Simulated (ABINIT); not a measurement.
**Beyond one shot: BeTe (F-43m)**

Aim: iterate the self-energy on BeTe (F-43m) and follow the gap from cycle to cycle.

Method: PBE and many-body steps on it, plane waves, in ABINIT 10.8.3.

**Experimental background.**

- Gap 2.7 eV: absolute (indirect, Gamma to X) gap; bulk crystal (quoted from earlier experiment) (quoted in “The band structure of BeTe - a combined experimental and theoretical study”, 1997, arxiv:cond-mat/9712266).

- Gap 2.8 eV: absolute (indirect, Gamma to X) gap, second literature value; film (quoted from earlier experiment) (quoted in “The band structure of BeTe - a combined experimental and theoretical study”, 1997, arxiv:cond-mat/9712266).

### 1. The structure

It takes space group F-43m (No. 216, cubic). Conventional cell: a = 5.663 Å, b = 5.663 Å, c = 5.663 Å, α = 90.00°, β = 90.00°, γ = 90.00°. Nearest to Be lie 4 Te at 2.45 Å. Nearest to Te lie 4 Be at 2.45 Å. Farther neighbours and most contacts between anions are not listed.

The cell and positions are those that the Materials Project relaxed with its own functionals (PBE, PBE+U or r2SCAN), kept fixed. Spin-orbit coupling is left out unless a step names it.

### 2. Empty states on the mesh, 4×4×4 mesh, 91 bands

This step: ABINIT 10.8.3; DFT, PBE, plane waves, norm-conserving pseudopotentials.

The sums over transitions need many empty states on a uniform mesh; this step solves for them.

Contents of run.abi:

```
acell 3*1.0 Angstrom
rprim 
  -0.000000000000 2.831458787600 2.831458787600
  2.831458787600 0.000000000000 2.831458787600
  2.831458787600 2.831458787600 0.000000000000
ntypat 2
znucl 4 52
natom 2
typat 1 2
xred 
  0.000000000000 0.000000000000 0.000000000000
  0.750000000000 0.750000000000 0.750000000000
pp_dirpath "pseudos"
pseudos "Be.upf, Te.upf"
ecut 38
ngkpt 4 4 4
nshiftk 1
shiftk 0 0 0
kptopt 1
chksymbreak 0
iscf -2
irdden 1
istwfk *1
nband 91
nbdbuf 8
tolwfr 1e-09
nstep 60
prtvol 0
indata_prefix "in"
outdata_prefix "out"
tmpdata_prefix "tmp"
```

The run is started by

```console
OMP_NUM_THREADS=1 mpirun -n 8 abinit run.abi > log
```

Numbers of over 12 decimals in the logs are rounded to 6 here.

Output:

```text
.Version 10.8.3 of ABINIT. v10.8.2 released Aug 2026.

 Symmetries : space group F-4 3 m (#216); Bravais cF (face-center cubic)
[... echo of the input left out ...]
== DATASET  1 ==================================================================
-   mpi_nproc: 8, omp_nthreads: 1 (-1 if OMP is not activated)

--- !DatasetInfo
iteration_state: {dtset: 1, }
dimensions: {natom: 2, nkpt: 8, mband: 91, nsppol: 1, nspinor: 1, nspden: 1, mpw: 3479, }
cutoff_energies: {ecut:  38.0, pawecutdg:  -1.0, }
[...]
2.58312    2.60361    2.70022    2.70022    2.70022    2.88491    2.88491    2.88491
   2.92368    2.92368    2.93853    3.00541    3.04054    3.04054    3.04142    3.04345
   3.04345    3.04464    3.04498
 prteigrs : prtvol=0 or 1, do not print more k-points.

== END DATASET(S) ==============================================================
================================================================================

 -outvars: echo values of variables after computation  --------
            nband          91
             nkpt           8
          spgroup         216
 [... the other variables as echoed above ...]

 Calculation completed.
```

Elapsed: 9.3 s, on 8 MPI ranks of Arm Neoverse V2, shared host; peak memory 0.56 GiB; 73 s of CPU time.

Numbers from this step:

```yaml
gap: 2.028 eV
k_of_the_valence_top: 0, 0, 0
k_of_the_conduction_bottom: 0.5, 0.5, 0
least_direct_gap: 3.657 eV
k_points_computed: 8
lowest_point_of_the_top_converged_band_above_the_valence_top: 71.0348 eV
```

On this mesh the gap is 2.028 eV.

The density comes from a self-consistent run that is not shown.

### 3. Screening, 4×4×4 mesh, 83 bands, screening to 136.1 eV

The RPA dielectric matrix is built and inverted for each q.

This step: RPA screening on PBE, plane waves, norm-conserving pseudopotentials.

run.abi, as its differences from that of step 2:

```diff
@@ -20,10 +20,11 @@
 chksymbreak 0
-iscf -2
-irdden 1
 istwfk *1
-nband 91
-nbdbuf 8
-tolwfr 1e-09
-nstep 60
-prtvol 0
+occopt 1
+irdwfk 1
+optdriver 3
+nband 83
+ecuteps 5
+inclvkb 2
+awtr 1
+symchi 1
 indata_prefix "in"
```

Output:

```text
.Version 10.8.3 of ABINIT. v10.8.2 released Aug 2026.

 Symmetries : space group F-4 3 m (#216); Bravais cF (face-center cubic)
[... echo of the input left out ...]
== DATASET  1 ==================================================================
-   mpi_nproc: 8, omp_nthreads: 1 (-1 if OMP is not activated)

--- !DatasetInfo
iteration_state: {dtset: 1, }
dimensions: {natom: 2, nkpt: 8, mband: 83, nsppol: 1, nspinor: 1, nspden: 1, mpw: 3479, }
cutoff_energies: {ecut:  38.0, pawecutdg:  -1.0, }
electrons: {nelect:   2.00000000E+01, charge:   0.00000000E+00, occopt:   1.00000000E+00, tsmear:   1.00000000E-02, }

 SCREENING: Calculation of the susceptibility and dielectric matrices

 Based on a program developped by R.W. Godby, V. Olevano, G. Onida, and L. Reining.
 Incorporated in ABINIT by V. Olevano, G.-M. Rignanese, and M. Torrent.
.Using double precision arithmetic ; gwpc =  8

[... cell and pseudopotentials left out ...]
--------------------------------------------------------------------------------

 ==== K-mesh for the wavefunctions ====
 Number of points in the irreducible wedge :     8
[... list of points left out ...]
 Together with 24 symmetry operations and time-reversal symmetry
 yields    64 points in the full Brillouin Zone.

 ==== Q-mesh for the screening function ====
 Number of points in the irreducible wedge :     8
[... list of points left out ...]
 Together with 24 symmetry operations and time-reversal symmetry
 yields    64 points in the full Brillouin Zone.

 setmesh: FFT mesh size selected  =    30x   30x   30
          total number of points  =        27000

 vcoul_init : cutoff-mode = AUXILIARY_FUNCTION
 q-points for optical limit:   1
     1)      0.000010    0.000020    0.000030

- screening: taking advantage of time-reversal symmetry
- Maximum band index for partially occupied states nbvw = 10
- Remaining bands to be divided among processors   nbcw = 73
- Number of bands treated by each node ~9

 Number of electrons calculated from density =   20.0000; Expected =   20.0000
 average of density, n =  0.065279
 r_s =    1.5407
 omega_plasma =   24.6457 [eV]

 calculating chi0 at frequencies [eV] :
  1    0.000000E+00    0.000000E+00
  2    0.000000E+00    2.464574E+01

--------------------------------------------------------------------------------
  q-point number  1        q = ( 0.000000, 0.000000, 0.000000) [r.l.u.]
--------------------------------------------------------------------------------
[... chi0 elements left out ...]
 For q-point:  0.000010 0.000020 0.000030
  dielectric constant =   8.9710
  dielectric constant without local fields =  10.2521

  Average fulfillment of the sum rule on Im[epsilon] for q-point    1 :     72.80  [%]
[... wings left out ...]
  q-point number  2        q = ( 0.250000, 0.000000, 0.000000) [r.l.u.]
--------------------------------------------------------------------------------
[... chi0 elements left out ...]
  Average fulfillment of the sum rule on Im[epsilon] for q-point    2 :     92.47  [%]

 [... 6 further q-points ...]
```

The job ended after 8.9 s (8 MPI ranks; peak memory 1.2 GiB).

Numbers from this step:

| Item | Value |
| --- | --- |
| ε∞ with local fields, on this mesh, along the program's q direction | 8.971 |
| the same without local fields | 10.25 |
| plasma frequency | 24.65 eV |
| plane waves in the screening matrix | 169 |

Local fields lower ε∞ by 12 %. On a Γ-centred mesh this coarse the value itself is usually too large, while a short band sum pulls it down.

### 4. G0W0

The self-energy is evaluated for the states that the input lists, and the levels follow from it, in one-shot runs by the linearised quasiparticle equation.

This step: G0W0 on PBE, plane waves, norm-conserving pseudopotentials.

run.abi, as its differences from that of step 3:

```diff
@@ -23,8 +23,17 @@
 irdwfk 1
-optdriver 3
+optdriver 4
 nband 83
+gwcalctyp 0
+ecutsigx 38
+symsigma 1
+nkptgw 2
+kptgw 
+  0.0000000000 0.0000000000 0.0000000000
+  0.5000000000 0.5000000000 0.0000000000
+bdgw 
+  8 13
+  9 12
 ecuteps 5
-inclvkb 2
-awtr 1
-symchi 1
+irdscr 1
+ppmodel 1
 indata_prefix "in"
```

Output:

```text
.Version 10.8.3 of ABINIT. v10.8.2 released Aug 2026.

 Symmetries : space group F-4 3 m (#216); Bravais cF (face-center cubic)
[... echo of the input left out ...]
== DATASET  1 ==================================================================
-   mpi_nproc: 8, omp_nthreads: 1 (-1 if OMP is not activated)

--- !DatasetInfo
iteration_state: {dtset: 1, }
dimensions: {natom: 2, nkpt: 8, mband: 83, nsppol: 1, nspinor: 1, nspden: 1, mpw: 3479, }
cutoff_energies: {ecut:  38.0, pawecutdg:  -1.0, }
electrons: {nelect:   2.00000000E+01, charge:   0.00000000E+00, occopt:   1.00000000E+00, tsmear:   1.00000000E-02, }

 SIGMA: Calculation of the GW corrections

 Based on a program developped by R.W. Godby, V. Olevano, G. Onida, and L. Reining.
 Incorporated in ABINIT by V. Olevano, G.-M. Rignanese, and M. Torrent.
.Using double precision arithmetic ; gwpc =  8

[... cell and pseudopotentials left out ...]
--------------------------------------------------------------------------------

 ==== K-mesh for the wavefunctions ====
 Number of points in the irreducible wedge :     8
[... list of points left out ...]
 Together with 24 symmetry operations and time-reversal symmetry
 yields    64 points in the full Brillouin Zone.

 ==== Q-mesh for screening function ====
 Number of points in the irreducible wedge :     8
[... list of points left out ...]
 Together with 24 symmetry operations and time-reversal symmetry
 yields    64 points in the full Brillouin Zone.

 vcoul_init : cutoff-mode = AUXILIARY_FUNCTION
 q-points for optical limit:   1
     1)      0.000010    0.000020    0.000030
 setmesh: FFT mesh size selected  =    45x   45x   45
          total number of points  =        91125

 Number of electrons calculated from density =   20.0000; Expected =   20.0000
 average of density, n =  0.065279
 r_s =    1.5407
 omega_plasma =   24.6457 [eV]

 === KS Band Gaps ===
  >>>> For spin  1
   Minimum direct gap =   3.6577 [eV], located at k-point      :   0.0000  0.0000  0.0000
   Fundamental gap    =   2.0277 [eV], Top of valence bands at :   0.0000  0.0000  0.0000
                                       Bottom of conduction at :   0.5000  0.5000  0.0000
 SIGMA fundamental parameters:
 PLASMON POLE MODEL  1
 number of plane-waves for SigmaX                 3479
 number of plane-waves for SigmaC and W            169
 number of plane-waves for wavefunctions          3479
 number of bands                                    83
 number of independent spin polarizations            1
 number of spinorial components                      1
 number of k-points in IBZ                           8
 number of q-points in IBZ                           8
 number of symmetry operations                      24
 number of k-points in BZ                           64
 number of q-points in BZ                           64
 number of frequencies for dSigma/dE                 9
 frequency step for dSigma/dE [eV]                0.25
 number of omega for Sigma on real axis              0
 max omega for Sigma on real axis  [eV]           0.00
 zcut for avoiding poles [eV]                     0.10

 EPSILON^-1 parameters (SCR file):
 dimension of the eps^-1 matrix on file            169
 dimension of the eps^-1 matrix used               169
 number of plane-waves for wavefunctions          3479
 number of bands                                    83
 number of q-points in IBZ                           8
 number of frequencies                               2
 number of real frequencies                          1
 number of imag frequencies                          1

 matrix elements of self-energy operator (all in [eV])

 Perturbative Calculation

--- !SelfEnergy_ee
iteration_state: {dtset: 1, }
kpoint     : [   0.000,    0.000,    0.000, ]
spin       : 1
KS_gap     :    3.658
QP_gap     :    5.239
Delta_QP_KS:    1.582
data: !SigmaeeData |
     Band     E0 <VxcDFT>   SigX SigC(E0)      Z dSigC/dE  Sig(E)    E-E0       E
        8   3.976 -12.500 -15.274   1.399   0.801  -0.249 -13.601  -1.101   2.875
        9   3.976 -12.500 -15.274   1.399   0.801  -0.249 -13.601  -1.101   2.875
       10   3.976 -12.500 -15.274   1.399   0.801  -0.249 -13.601  -1.101   2.875
       11   7.634 -10.184  -5.535  -4.047   0.800  -0.250  -9.703   0.481   8.115
       12   7.634 -10.184  -5.535  -4.047   0.800  -0.250  -9.703   0.481   8.115
       13   7.634 -10.184  -5.535  -4.047   0.800  -0.250  -9.703   0.481   8.115

--- !SelfEnergy_ee
iteration_state: {dtset: 1, }
kpoint     : [   0.500,    0.500,    0.000, ]
spin       : 1
KS_gap     :    4.602
QP_gap     :    5.916
Delta_QP_KS:    1.314
data: !SigmaeeData |
     Band     E0 <VxcDFT>   SigX SigC(E0)      Z dSigC/dE  Sig(E)    E-E0       E
        9   1.402 -11.287 -14.730   2.002   0.785  -0.273 -12.418  -1.132   0.270
       10   1.402 -11.287 -14.730   2.002   0.785  -0.273 -12.418  -1.132   0.270
       11   6.004  -8.738  -4.785  -3.729   0.814  -0.228  -8.556   0.182   6.186
       12   6.690  -9.543  -5.374  -3.756   0.808  -0.237  -9.209   0.334   7.024

== END DATASET(S) ==============================================================
================================================================================

 -outvars: echo values of variables after computation  --------
           etotal      0.0000000000E+00
            nband          83
             nkpt           8
          spgroup         216
 [... the other variables as echoed above ...]

 Calculation completed.
```

Run time: 3.8 s. Hardware: 8 MPI ranks; peak memory 1.1 GiB.

This step gave:

```yaml
g0w0_gap_on_the_points_computed: 3.311 eV
starting_gap_on_the_mesh: 2.028 eV
k_of_the_valence_top: 0, 0, 0
k_of_the_conduction_bottom: 0.5, 0.5, 0
z_at_the_valence_top: 0.801
z_at_the_conduction_bottom: 0.814
least_direct_g0w0_gap_on_the_computed_points: 5.24 eV
```

The gap on the mesh goes from 2.03 eV to 3.31 eV, a correction of +1.28 eV.

### 5. QSGW, cycle 1

This step: QSGW on PBE, plane waves, norm-conserving pseudopotentials.

run.abi, as its differences from that of step 4:

```diff
@@ -25,12 +25,24 @@
 nband 83
-gwcalctyp 0
+gwcalctyp 28
 ecutsigx 38
-symsigma 1
-nkptgw 2
+symsigma 0
+nkptgw 8
 kptgw 
   0.0000000000 0.0000000000 0.0000000000
+  0.2500000000 0.0000000000 0.0000000000
+  0.5000000000 0.0000000000 0.0000000000
+  0.2500000000 0.2500000000 0.0000000000
+  0.5000000000 0.2500000000 0.0000000000
+  -0.2500000000 0.2500000000 0.0000000000
   0.5000000000 0.5000000000 0.0000000000
+  -0.2500000000 0.5000000000 0.2500000000
 bdgw 
-  8 13
-  9 12
+  1 20
+  1 20
+  1 20
+  1 20
+  1 20
+  1 20
+  1 20
+  1 20
 ecuteps 5
```

Output:

```text
.Version 10.8.3 of ABINIT. v10.8.2 released Aug 2026.

 Symmetries : space group F-4 3 m (#216); Bravais cF (face-center cubic)
[... echo of the input left out ...]
== DATASET  1 ==================================================================
-   mpi_nproc: 8, omp_nthreads: 1 (-1 if OMP is not activated)

--- !DatasetInfo
iteration_state: {dtset: 1, }
dimensions: {natom: 2, nkpt: 8, mband: 83, nsppol: 1, nspinor: 1, nspden: 1, mpw: 3479, }
cutoff_energies: {ecut:  38.0, pawecutdg:  -1.0, }
electrons: {nelect:   2.00000000E+01, charge:   0.00000000E+00, occopt:   1.00000000E+00, tsmear:   1.00000000E-02, }

 SIGMA: Calculation of the GW corrections

 Based on a program developped by R.W. Godby, V. Olevano, G. Onida, and L. Reining.
 Incorporated in ABINIT by V. Olevano, G.-M. Rignanese, and M. Torrent.
.Using double precision arithmetic ; gwpc =  8

[... cell and pseudopotentials left out ...]
--------------------------------------------------------------------------------

 ==== K-mesh for the wavefunctions ====
 Number of points in the irreducible wedge :     8
[... list of points left out ...]
 Together with 24 symmetry operations and time-reversal symmetry
 yields    64 points in the full Brillouin Zone.

 ==== Q-mesh for screening function ====
 Number of points in the irreducible wedge :     8
[... list of points left out ...]
 Together with 24 symmetry operations and time-reversal symmetry
 yields    64 points in the full Brillouin Zone.

 vcoul_init : cutoff-mode = AUXILIARY_FUNCTION
 q-points for optical limit:   1
     1)      0.000010    0.000020    0.000030
 setmesh: FFT mesh size selected  =    45x   45x   45
          total number of points  =        91125

 Number of electrons calculated from density =   20.0000; Expected =   20.0000
[...]
QP_gap     :    6.266
Delta_QP_KS:    1.664
data: !SigmaeeData |
     Band     E_DFT   <VxcDFT>   E(N-1)  <Hhartree>   SigX  SigC[E(N-1)]    Z     dSigC/dE  Sig[E(N)]  DeltaE  E(N)_pert E(N)_diago
[...]
--- !SelfEnergy_ee
iteration_state: {dtset: 1, }
kpoint     : [  -0.250,    0.500,    0.250, ]
spin       : 1
KS_gap     :    8.419
QP_gap     :    9.836
Delta_QP_KS:    1.417
data: !SigmaeeData |
     Band     E_DFT   <VxcDFT>   E(N-1)  <Hhartree>   SigX  SigC[E(N-1)]    Z     dSigC/dE  Sig[E(N)]  DeltaE  E(N)_pert E(N)_diago
[...]
19    21.231    -9.439    21.231    30.670    -2.957    -6.107     1.000     0.000    -9.064     0.376    21.606    21.280
       20    21.280    -8.622    21.280    29.902    -2.391    -6.252     1.000     0.000    -8.643    -0.021    21.259    21.714

 New Fermi energy :        1.630549E-01 Ha ,    4.436950E+00 eV
 New Exchange energy :    -1.002373E+01 Ha ,   -2.727595E+02 eV

 === QP Band Gaps ===
  >>>> For spin  1
   Minimum direct gap =   5.4757 [eV], located at k-point      :   0.0000  0.0000  0.0000
   Fundamental gap    =   3.6739 [eV], Top of valence bands at :   0.0000  0.0000  0.0000
                                       Bottom of conduction at :   0.5000  0.5000  0.0000

 writing QP data on file : out_QPS

 Convergence of QP corrections
 >>>>> For spin  1 <<<<<
.  kptgw no:  1; Maximum DeltaE = (  -9.366   0.001) for band index:  1
.  kptgw no:  2; Maximum DeltaE = (  -9.367   0.002) for band index:  1
.  kptgw no:  3; Maximum DeltaE = (  -9.366   0.001) for band index:  1
[...]
.  kptgw no:  7; Maximum DeltaE = (  -9.365   0.001) for band index:  1
.  kptgw no:  8; Maximum DeltaE = (  -9.366   0.001) for band index:  1

== END DATASET(S) ==============================================================
================================================================================

 -outvars: echo values of variables after computation  --------
           etotal      0.0000000000E+00
            nband          83
             nkpt           8
          spgroup         216
 [... the other variables as echoed above ...]

 Calculation completed.
```

Elapsed: 75 s, on 8 MPI ranks; peak memory 3 GiB.

Numbers from this step:

| Property | Result |
| --- | --- |
| quasiparticle gap on the mesh | 3.674 eV |
| gap of the density functional on the mesh | 2.028 eV |
| k of the valence top | 0, 0, 0 |
| k of the conduction bottom | 0.5, 0.5, 0 |
| Z at the valence top | 1 |
| Z at the conduction bottom | 1 |
| least direct quasiparticle gap on the computed points | 5.476 eV |

Against G0W0 in ABINIT (4×4×4 mesh, 83 bands, screening to 136.1 eV, Godby-Needs plasmon pole), the gap moves by +0.363 eV.

(Continued in part 2 of 2.)

[Paths, hosts, dates, memory and timing lines, banners, echoed tables and standing remarks are left out of the program output.]

[Logs are printed without paths, hosts, clocks, repeated set-up lines and the standing remarks that a program may print on its own settings, such as how far it seeks lower states.]

[Runs of the session that timed out or met a known fault of the program may be left out.]

[Hosts, paths, dates, database ids (printed as entryN), source tags and the programs' standing remarks are cut or masked in the printed files.]

[G0W0 gaps are taken among the corrected bands and points alone; a level outside them can change the order at an edge.]

[Where Ansatz stands beside ABINIT at settings called matched, ABINIT's density can come from a denser mesh and the files from another edition; pairs whose starting gaps differed by over 0.03 eV were left out, so agreement reads better than it is.]
